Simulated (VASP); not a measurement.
# GaP (F-43m) in VASP: further runs

One crystal, GaP, is run at these levels: r2SCAN, PBE; tasks: single point.

Program: VASP 6.6.1. These are calculated values, not measurements. Logs are shortened: lines on timing, memory, paths and dates and some standing lists are left out, and cuts for length are marked.

**1. The cell of the first run**

Symmetry: F-43m, No. 216, cubic system. The conventional cell has a = 5.758 Å, b = 5.758 Å, c = 5.758 Å, α = 90.00°, β = 90.00°, γ = 90.00°. Around Ga (site symmetry -43m) lie 4 P at 2.49 Å. Around P (site symmetry -43m) lie 4 Ga at 2.49 Å.

The cell was built by a generator and needn't be a form met in nature.

**2. Single point, r2SCAN (hydrostatic strain +5.6%)**

Input file POSCAR:

```
GaP
1.0
    0.0000000000      2.8791118160      2.8791118160
    2.8791118160      0.0000000000      2.8791118160
    2.8791118160      2.8791118160      0.0000000000
Ga P
1 1
Direct
    0.0000000000      0.0000000000      0.0000000000
    0.2500000000      0.2500000000      0.2500000000
```

Input file INCAR.step1:

```
  PREC = Accurate
  ENCUT = 520
  ISMEAR = 0
  SIGMA = 0.01
  LREAL = F
  LASPH = T
  NELM = 60
  NBANDS = 16
  GGA = PE
  ALGO = Normal
  EDIFF = 1E-4
  LWAVE = T
  LCHARG = F
```

Input file INCAR.step2:

```
  PREC = Accurate
  ENCUT = 520
  EDIFF = 1E-6
  ISMEAR = 0
  SIGMA = 0.01
  LREAL = F
  LASPH = T
  NELM = 60
  ALGO = Normal
  ISIF = 2
  LWAVE = F
  LCHARG = F
  METAGGA = R2SCAN
  LMIXTAU = T
  NBANDS = 16
  ISTART = 1
```

Input file KPOINTS:

```
regular mesh
0
Gamma
  8 8 8
```

Potentials or basis: VASP PAW PBE potentials, release 64 (Ga_d, P).

The run is started by

```bash
> cat potpaw_PBE.64/Ga_d/POTCAR potpaw_PBE.64/P/POTCAR > POTCAR
> cp INCAR.step1 INCAR
> mpirun -np 1 vasp_std > vasp.out
> cp INCAR.step2 INCAR
> mpirun -np 1 vasp_std > vasp.out
```

OUTCAR:

```text
PREC = Accurate
   ENCUT = 520
   EDIFF = 1E-6
   ISMEAR = 0
   LREAL = F
   LASPH = T
   NELM = 60
   ISIF = 2
   METAGGA = R2SCAN
   ISTART = 1

 ion  position               nearest neighbor table
   1  0.000  0.000  0.000-   2 2.49   2 2.49   2 2.49   2 2.49
   2  0.250  0.250  0.250-   1 2.49   1 2.49   1 2.49   1 2.49

  LATTYP: Found a face centered cubic cell.
 ALAT       =     5.7582236320

  Lattice vectors:

 A1 = (   0.0000000000,   2.8791118160,   2.8791118160)
 A2 = (   2.8791118160,   0.0000000000,   2.8791118160)
 A3 = (   2.8791118160,   2.8791118160,   0.0000000000)

Analysis of symmetry for initial positions (statically):
=====================================================================
 Subroutine PRICEL returns:
 Original cell was already a primitive cell.

 Routine SETGRP: Setting up the symmetry group for a
 face centered cubic supercell.

 Subroutine GETGRP returns: Found 24 space group operations
 (whereof 24 operations were pure point group operations)
 out of a pool of 48 trial point group operations.

The static configuration has the point symmetry T_d .

Analysis of symmetry for dynamics (positions and initial velocities):
=====================================================================
 Subroutine PRICEL returns:
 Original cell was already a primitive cell.

 Routine SETGRP: Setting up the symmetry group for a
 face centered cubic supercell.

 Subroutine GETGRP returns: Found 24 space group operations
 (whereof 24 operations were pure point group operations)
 out of a pool of 48 trial point group operations.

The dynamic configuration has the point symmetry T_d .

 Subroutine INISYM returns: Found 24 space group operations
 (whereof 24 operations are pure point group operations),
 and found     1 'primitive' translations

----------------------------------------------------------------------------------------

                                     Primitive cell

  volume of cell :      47.7316

  direct lattice vectors                    reciprocal lattice vectors
     0.000000000  2.879111816  2.879111816    -0.173664669  0.173664669  0.173664669
     2.879111816  0.000000000  2.879111816     0.173664669 -0.173664669  0.173664669
     2.879111816  2.879111816  0.000000000     0.173664669  0.173664669 -0.173664669

  length of vectors
[... 74 lines left out ...]
   ISTART =      1    job   : 0-new  1-cont  2-samecut
   ICHARG =      0    charge: 1-file 2-atom 10-const
   ISPIN  =      1    spin polarized calculation?
   LNONCOLLINEAR =      F non collinear calculations
   LSORBIT =      F    spin-orbit coupling
   LASPH  =      T    aspherical Exc in radial PAW
   ENCUT  =  520.0 eV  38.22 Ry    6.18 a.u.   7.57  7.57  7.57*2*pi/ulx,y,z
   NELM   =     60;   NELMIN=  2; NELMDL=  0     # of ELM steps
   EDIFF  = 0.1E-05   stopping-criterion for ELM
   LREAL  =      F    real-space projection
   EDIFFG = 0.1E-04   stopping-criterion for IOM
   NSW    =      0    number of steps for IOM
   IBRION =     -1    ionic relax: 0-MD 1-quasi-New 2-CG
   NFREE  =      0    steps in history (QN), initial steepest desc. (CG)
   ISIF   =      2    stress and relaxation
   ISYM   =      2    0-nonsym 1-usesym 2-fastsym
   POTIM  = 0.5000    time-step for ionic-motion
   TEBEG  =    0.0;   TEEND  =   0.0 temperature during run
   PSTRESS=    0.0 pullay stress
   NELECT =      18.0000    total number of electrons
   NUPDOWN=      -1.0000    fix difference up-down
   EMIN   =  10.00;   EMAX   =-10.00  energy-range for DOS
   EFERMI =   0.00;   METHOD = LEGACY
   ISMEAR =     0;   SIGMA  =   0.01  broadening in eV -4-tet -1-fermi 0-gaus
   EFERMI_NEDOS =   21; number of points for ismear=-14 and -15
   IALGO  =     38    algorithm
   IMIX   =      4    mixing-type and parameters
     AMIX     =   0.40;   BMIX     =  1.00
     AMIX_MAG =   1.60;   BMIX_MAG =  1.00
  volume/ion in A,a.u.               =      23.87       161.05
  Fermi-wavevector in a.u.,A,eV,Ry     =   1.182761  2.235095 19.033523  1.398924
  Thomas-Fermi vector in A             =   2.319009
   LORBIT       =      0    0 simple, 1 ext, 2 COOP (PROOUT), +10 PAW based schemes
   METAGGA = R2SCAN    functional components
   LHFCALC =     F    Hartree Fock is set to
   AEXX    =    0.0000 exact exchange contribution
   IVDW    =     0    specifies the selected vdW correction
   LEPSILON=     F    determine dielectric tensor
   LRPA    =     F    only Hartree local field effects (RPA)
 non-spin polarized calculation
 Gauss-broadening in eV      SIGMA  =   0.01
  energy-cutoff  :      520.00
  volume of cell :       47.73
 maximum number of plane-waves:      1304
   NGX = 15   NGY = 15   NGZ = 15

 number of electron      17.9999991 magnetization

 Free energy of the ion-electron system (eV)
  ---------------------------------------------------
  ext. energy  EPLUGINS =         0.00000000
  ---------------------------------------------------
  free energy    TOTEN  =       -21.19902804 eV

  energy without entropy =      -21.19902804  energy(sigma->0) =      -21.19902804

 E-fermi :   3.0204     XC(G=0):  -9.7683

 val. band max:        2.9134202440   @ k =   0.0000   0.0000   0.0000
 cond. band min:       3.8657048322   @ k =   0.0000   0.0000   0.0000
 fundamental gap:      0.9522845882
 Fermi energy:         3.0203907467

 k-point     1 :       0.0000    0.0000    0.0000
  band No.  band energies     occupation
      1     -11.8987      2.00000
      2     -11.8987      2.00000
      3     -11.8987      2.00000
      4     -11.8298      2.00000
      5     -11.8298      2.00000
      6      -8.9540      2.00000
[... 433 lines left out ...]
      3     -11.8720      2.00000
      4     -11.8323      2.00000
      5     -11.8253      2.00000
      6      -6.9719      2.00000
[... 8 lines left out ...]
     15      14.8969      0.00000
     16      15.2034      0.00000

 [... further k-points ...]
[... 5 lines left out ...]
  --------------------------------------------------------------------------------------
  -------------------------------------------------------------------------------------
  Total       -2.9720383     -2.9720383     -2.9720383      0.0000000      0.0000000     -0.0000000
  in kB      -99.7606768    -99.7606768    -99.7606768      0.0000000      0.0000000     -0.0000000
  external PRESSURE =     -99.7606768 kB  Pullay stress =       0.0000000 kB

 VOLUME and BASIS-vectors are now :
 -----------------------------------------------------------------------------
  energy-cutoff  :      520.00
  volume of cell :       47.73
      direct lattice vectors                 reciprocal lattice vectors
     0.000000000  2.879111816  2.879111816    -0.173664669  0.173664669  0.173664669
     2.879111816  0.000000000  2.879111816     0.173664669 -0.173664669  0.173664669
     2.879111816  2.879111816  0.000000000     0.173664669  0.173664669 -0.173664669

 POSITION                                       TOTAL-FORCE (eV/Angst)
 -----------------------------------------------------------------------------------
      0.00000      0.00000      0.00000        -0.000000      0.000000     -0.000000
      1.43956      1.43956      1.43956         0.000000     -0.000000      0.000000
 -----------------------------------------------------------------------------------
    total drift:                               -0.000002     -0.000002     -0.000003

  FREE ENERGIE OF THE ION-ELECTRON SYSTEM (eV)
  ---------------------------------------------------
  free  energy   TOTEN  =       -21.1990280438 eV

  energy  without entropy=      -21.1990280438  energy(sigma->0) =      -21.19902804
```

OUTCAR.step1:

```text
PREC = Accurate
   ENCUT = 520
   ISMEAR = 0
   LREAL = F
   LASPH = T
[... 677 lines left out ...]
 -----------------------------------------------------------------------------------
      0.00000      0.00000      0.00000        -0.000000      0.000000      0.000000
      1.43956      1.43956      1.43956         0.000000     -0.000000     -0.000000
 -----------------------------------------------------------------------------------
    total drift:                                0.000002      0.000002      0.000002

  FREE ENERGIE OF THE ION-ELECTRON SYSTEM (eV)
  ---------------------------------------------------
  free  energy   TOTEN  =        -8.9654766866 eV

  energy  without entropy=       -8.9654766866  energy(sigma->0) =       -8.96547669
```

OSZICAR.step1:

```text
N       E                     dE             d eps       ncg     rms          rms(c)
DAV:   1     0.814029557651E+02    0.81403E+02   -0.90016E+03   928   0.150E+03
DAV:   2    -0.267391084666E+01   -0.84077E+02   -0.80688E+02  1080   0.302E+02
DAV:   3    -0.907640839953E+01   -0.64025E+01   -0.63792E+01  1152   0.650E+01
DAV:   4    -0.919247302904E+01   -0.11606E+00   -0.11604E+00  1120   0.976E+00
DAV:   5    -0.919490583010E+01   -0.24328E-02   -0.24327E-02  1168   0.119E+00    0.356E+00
DAV:   6    -0.897984978342E+01    0.21506E+00   -0.37641E-01  1448   0.876E+00    0.227E+00
DAV:   7    -0.896435009537E+01    0.15500E-01   -0.69062E-02  1240   0.157E+00    0.977E-01
DAV:   8    -0.896495551900E+01   -0.60542E-03   -0.10953E-02  1064   0.121E+00    0.103E-01
DAV:   9    -0.896538568688E+01   -0.43017E-03   -0.12854E-03  1176   0.528E-01    0.919E-02
DAV:  10    -0.896547668661E+01   -0.91000E-04   -0.94788E-05   968   0.863E-02
   1 F= -.89654767E+01 E0= -.89654767E+01  d E =-.129130E-61
```

Wall time 49 s (1 thread of AMD EPYC 9R45 (Zen 5), shared host); peak memory 0.15 GiB.

Results:

| Property | Result |
| --- | --- |
| Free energy | -21.1990 eV |
| Pressure | -10.0 GPa |
| Band gap on the k mesh | 0.95 eV, direct |

Levels at points of the mesh, in eV from the valence-band top:
| k point | band 6 | band 7 | band 8 | band 9 | band 10 | band 11 | band 12 | band 13 |
| --- | --- | --- | --- | --- | --- | --- | --- | --- |
| (0.00, 0.00, 0.00) | -11.87 | 0.00 | 0.00 | 0.00 | 0.95 | 4.19 | 4.19 | 4.19 |
| (0.50, 0.00, 0.00) | -10.21 | -5.98 | -0.94 | -0.94 | 1.51 | 5.05 | 5.05 | 8.35 |
| (0.50, 0.50, 0.00) | -9.50 | -6.23 | -2.26 | -2.26 | 2.16 | 2.20 | 10.06 | 10.06 |

Caveat: the PAW data sets were made with another functional, which shifts forces and pressure a little.

**3. Single point, PBE (epitaxial_xy strain -5.2%)**

Input file INCAR:

```
SYSTEM = GaP
ALGO = Fast
EDIFF = 1E-6
ENCUT = 520
GGA = PE
ISIF = 2
ISMEAR = -1
LASPH = .True.
LCHARG = .True.
LELF = .True.
LREAL = .False.
LVHAR = .True.
LWAVE = .False.
NBANDS = 16
NELM = 60
PREC = Accurate
SIGMA = 0.02
```

Input file KPOINTS:

```
k-points
0
Gamma
  8 8 8
  0 0 0
```

Input file POSCAR:

```
GaP
1.0
    0.0000000000      2.5836785323      2.8436917576
    2.5836785323      0.0000000000      2.8436917576
    2.5836785323      2.5836785323      0.0000000000
Ga P
1 1
Direct
    0.0000000000      0.0000000000      0.0000000000
    0.2500000000      0.2500000000      0.2500000000
```

Potentials or basis: VASP PAW PBE potentials, release 64 (Ga_d, P).

The run is started by

```bash
> cat potpaw_PBE.64/Ga_d/POTCAR potpaw_PBE.64/P/POTCAR > POTCAR
> mpirun -np 1 vasp_std > vasp.out
```

OUTCAR:

```text
SYSTEM = GaP
   EDIFF = 1E-6
   ENCUT = 520
   GGA = PE
   ISIF = 2
   ISMEAR = -1
   LASPH = .True.
   LREAL = .False.
   NELM = 60
   PREC = Accurate

 ion  position               nearest neighbor table
   1  0.000  0.000  0.000-   2 2.32   2 2.32   2 2.32   2 2.32
   2  0.250  0.250  0.250-   1 2.32   1 2.32   1 2.32   1 2.32

  LATTYP: Found a body centered tetragonal cell.
 ALAT       =     3.6538732212
 C/A-ratio  =     1.5565355367

  Lattice vectors:

 A1 = (  -2.5836785323,   0.0000000000,   2.8436917576)
 A2 = (   2.5836785323,   0.0000000000,   2.8436917576)
 A3 = (   0.0000000000,   2.5836785323,  -2.8436917576)

Analysis of symmetry for initial positions (statically):
=====================================================================
 Subroutine PRICEL returns:
 Original cell was already a primitive cell.

 Routine SETGRP: Setting up the symmetry group for a
 body centered tetragonal supercell.

 Subroutine GETGRP returns: Found  8 space group operations
 (whereof  8 operations were pure point group operations)
 out of a pool of 16 trial point group operations.

The static configuration has the point symmetry D_2d.

Analysis of symmetry for dynamics (positions and initial velocities):
=====================================================================
 Subroutine PRICEL returns:
 Original cell was already a primitive cell.

 Routine SETGRP: Setting up the symmetry group for a
 body centered tetragonal supercell.

 Subroutine GETGRP returns: Found  8 space group operations
 (whereof  8 operations were pure point group operations)
 out of a pool of 16 trial point group operations.

The dynamic configuration has the point symmetry D_2d.

 Subroutine INISYM returns: Found  8 space group operations
 (whereof  8 operations are pure point group operations),
 and found     1 'primitive' translations

----------------------------------------------------------------------------------------

                                     Primitive cell

[... 106 lines left out ...]
   EFERMI_NEDOS =   21; number of points for ismear=-14 and -15
   IALGO  =     68    algorithm
   IMIX   =      4    mixing-type and parameters
     AMIX     =   0.40;   BMIX     =  1.00
     AMIX_MAG =   1.60;   BMIX_MAG =  1.00
  volume/ion in A,a.u.               =      18.98       128.10
  Fermi-wavevector in a.u.,A,eV,Ry     =   1.276544  2.412319 22.171578  1.629565
  Thomas-Fermi vector in A             =   2.409194
   LORBIT       =      0    0 simple, 1 ext, 2 COOP (PROOUT), +10 PAW based schemes
   GGA     = PE    functional components
   LHFCALC =     F    Hartree Fock is set to
   AEXX    =    0.0000 exact exchange contribution
   IVDW    =     0    specifies the selected vdW correction
   LEPSILON=     F    determine dielectric tensor
   LRPA    =     F    only Hartree local field effects (RPA)
 non-spin polarized calculation
 RMM-DIIS sequential band-by-band and
  energy-cutoff  :      520.00
  volume of cell :       37.97
 maximum number of plane-waves:      1044
 NGX is ok and might be reduce to    30
   NGX = 15   NGY = 15   NGZ = 13

 number of electron      18.0000000 magnetization

 Free energy of the ion-electron system (eV)
  ---------------------------------------------------
  ext. energy  EPLUGINS =         0.00000000
  ---------------------------------------------------
  free energy    TOTEN  =        -8.96892984 eV

  energy without entropy =       -8.96892984  energy(sigma->0) =       -8.96892984

 E-fermi :   5.9285     XC(G=0): -10.1384

 val. band max:        5.5513823603   @ k =   0.0000   0.0000   0.0000
 cond. band min:       6.5966458759   @ k =   0.3750   0.0000   0.3750
 fundamental gap:      1.0452635156
 Fermi energy:         5.9284965240

 k-point     1 :       0.0000    0.0000    0.0000
  band No.  band energies     occupation
      1      -9.3713      2.00000
      2      -9.3388      2.00000
      3      -9.3388      2.00000
      4      -9.2370      2.00000
      5      -9.2315      2.00000
      6      -7.6402      2.00000
[... 433 lines left out ...]
      3      -9.3116      2.00000
      4      -9.2493      2.00000
      5      -9.2131      2.00000
      6      -6.0027      2.00000
[... 8 lines left out ...]
     15      16.0054      0.00000
     16      17.1290      0.00000

 [... further k-points ...]
[... 5 lines left out ...]
  --------------------------------------------------------------------------------------
  -------------------------------------------------------------------------------------
  Total        2.7180317      2.7180317      0.7157464      0.0000000     -0.0000000      0.0000000
  in kB      114.7032263    114.7032263     30.2050993      0.0000000     -0.0000000      0.0000000
  external PRESSURE =      86.5371840 kB  Pullay stress =       0.0000000 kB

 VOLUME and BASIS-vectors are now :
 -----------------------------------------------------------------------------
  energy-cutoff  :      520.00
  volume of cell :       37.97
      direct lattice vectors                 reciprocal lattice vectors
     0.000000000  2.583678532  2.843691758    -0.193522528  0.193522528  0.175827777
     2.583678532  0.000000000  2.843691758     0.193522528 -0.193522528  0.175827777
     2.583678532  2.583678532  0.000000000     0.193522528  0.193522528 -0.175827777

 POSITION                                       TOTAL-FORCE (eV/Angst)
 -----------------------------------------------------------------------------------
      0.00000      0.00000      0.00000        -0.000000     -0.000000      0.000000
      1.29184      1.29184      1.42185         0.000000      0.000000     -0.000000
 -----------------------------------------------------------------------------------
    total drift:                               -0.000000     -0.000000      0.000009

  FREE ENERGIE OF THE ION-ELECTRON SYSTEM (eV)
  ---------------------------------------------------
  free  energy   TOTEN  =        -8.9689298401 eV

  energy  without entropy=       -8.9689298400  energy(sigma->0) =       -8.96892984
```

OSZICAR:

```text
N       E                     dE             d eps       ncg     rms          rms(c)
DAV:   1     0.796339727373E+02    0.79634E+02   -0.91256E+03  1992   0.166E+03
DAV:   2    -0.309684516403E+01   -0.82731E+02   -0.78891E+02  2136   0.309E+02
DAV:   3    -0.916886678847E+01   -0.60720E+01   -0.60480E+01  2424   0.647E+01
DAV:   4    -0.926178722690E+01   -0.92920E-01   -0.92900E-01  2296   0.856E+00
DAV:   5    -0.926351017798E+01   -0.17230E-02   -0.17229E-02  2480   0.106E+00    0.456E+00
RMM:   6    -0.900065852230E+01    0.26285E+00   -0.27858E-01  2834   0.423E+00    0.293E+00
RMM:   7    -0.896844514015E+01    0.32213E-01   -0.13600E-01  2758   0.170E+00    0.128E+00
RMM:   8    -0.896839058477E+01    0.54555E-04   -0.18690E-02  2887   0.118E+00    0.199E-01
RMM:   9    -0.896876747282E+01   -0.37689E-03   -0.31479E-03  3070   0.511E-01    0.593E-02
RMM:  10    -0.896892189479E+01   -0.15442E-03   -0.49698E-04  3080   0.207E-01    0.209E-02
RMM:  11    -0.896892698482E+01   -0.50900E-05   -0.13459E-04  3045   0.830E-02    0.152E-02
RMM:  12    -0.896892988907E+01   -0.29042E-05   -0.26959E-05  2820   0.382E-02    0.679E-03
RMM:  13    -0.896892984006E+01    0.49007E-07   -0.42825E-06  2437   0.182E-02
   1 F= -.89689298E+01 E0= -.89689298E+01  d E =-.200938E-10
```

stdout:

```text
POSCAR found type information on POSCAR GaP
 POSCAR found :  2 types and       2 ions
 scaLAPACK will be used
 LDA part: xc-table for (Slater+PW92), standard interpolation
 POSCAR, INCAR and KPOINTS ok, starting setup
 FFT: planning ... GRIDC
 FFT: planning ... GRID_SOFT
 FFT: planning ... GRID
 WAVECAR not read
 entering main loop
```

Wall time 27 s (1 thread of AMD EPYC 9R45 (Zen 5), shared host); peak memory 0.15 GiB.

Results:

```
Free energy            : -8.9689 eV
Pressure               : 8.7 GPa
Band gap on the k mesh : 1.05 eV, indirect (least direct gap 2.06 eV)
```

Stress tensor (GPa, compression positive):
```
11.47  0.00  0.00
 0.00 11.47  0.00
 0.00  0.00  3.02
```

Levels at points of the mesh, in eV from the valence-band top:
```tsv
k point	band 7	band 8	band 9	band 10	band 11	band 12
(0.00, 0.00, 0.00)	-0.66	0.00	0.00	2.06	3.65	3.65
(0.50, 0.00, 0.00)	-7.21	-1.87	-0.97	1.40	4.39	4.90
(0.50, 0.50, 0.00)	-7.72	-2.62	-2.62	1.82	2.18	10.88
(0.50, 0.00, 0.50)	-7.03	-3.36	-3.29	1.08	1.24	10.14
```

A k mesh can miss the band edges.

(Part 1 of 2 ends here.)
